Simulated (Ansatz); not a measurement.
## What moves the field gradients of HfO2?

Cell of run 1: a COD entry, atoms as given.

```cif
data_HfO2
_symmetry_space_group_name_H-M 'P2_1/c'
_symmetry_Int_Tables_number 14
_cell_length_a 5.1501
_cell_length_b 5.1852
_cell_length_c 5.3418
_cell_angle_alpha 90.000
_cell_angle_beta 98.948
_cell_angle_gamma 90.000
loop_
_atom_site_label
_atom_site_type_symbol
_atom_site_symmetry_multiplicity
_atom_site_Wyckoff_symbol
_atom_site_fract_x
_atom_site_fract_y
_atom_site_fract_z
Hf Hf 4 e 0.2800 0.0492 0.2170
O5 O 4 e 0.0693 0.3265 0.3429
O9 O 4 e 0.4607 0.7489 0.4888
```

One atom of each set is listed.

Relaxed positions (PBE, cell held):

Hf (0.2756, 0.0416, 0.2085)
O5 (0.0681, 0.3288, 0.3488)
O9 (0.4488, 0.7574, 0.4767)

All runs are DFT with Ansatz 0.2.0 (plane waves and PAW, scalar-relativistic unless spin–orbit coupling is named, Γ-centred meshes, Fermi–Dirac smearing where given) in this cell.

Run 1: PBE, gradients read without the response of the cores, atoms as given; 420 eV, 5×5×5 k-points, smearing 0.02 eV.
Run 2: PBE, gradients read without the response of the cores, atoms relaxed; 420 eV, 5×5×5 k-points, smearing 0.02 eV.
Run 3: r2SCAN, gradients read without the response of the cores, at the relaxed atoms; 500 eV, 5×5×5 k-points, smearing 0.02 eV.

```csv
run,Hf V_zz (η),O5 V_zz (η),O9 V_zz (η)
1,15.50 (0.39),-1.55 (0.08),1.30 (0.44)
2,?,?,?
3,10.95 (0.29),-1.29 (0.93),1.09 (0.84)
```

V_zz in 10²¹ V/m².

Task: Estimate the row of run 2.

Result: Hf: 10.87 (0.28); O5: -1.33 (0.89); O9: 1.05 (0.83). It lies nearest to run 3, from whose tensors on these sites it differs by 0.13 at most (largest principal value of the difference, on Hf). Taken one at a time, the positions of the atoms (as given or relaxed) move the tensors on these sites by up to 11.99 (largest principal value of the change, on Hf), the functional (r2SCAN with its higher cutoff) by 0.13 (Hf).

Without spin–orbit coupling the gradients at and beside Hf can be off by some per cent, at some sites by more. In run 1 the atoms aren't at the calculated equilibrium (largest force 1.3 eV/Å).
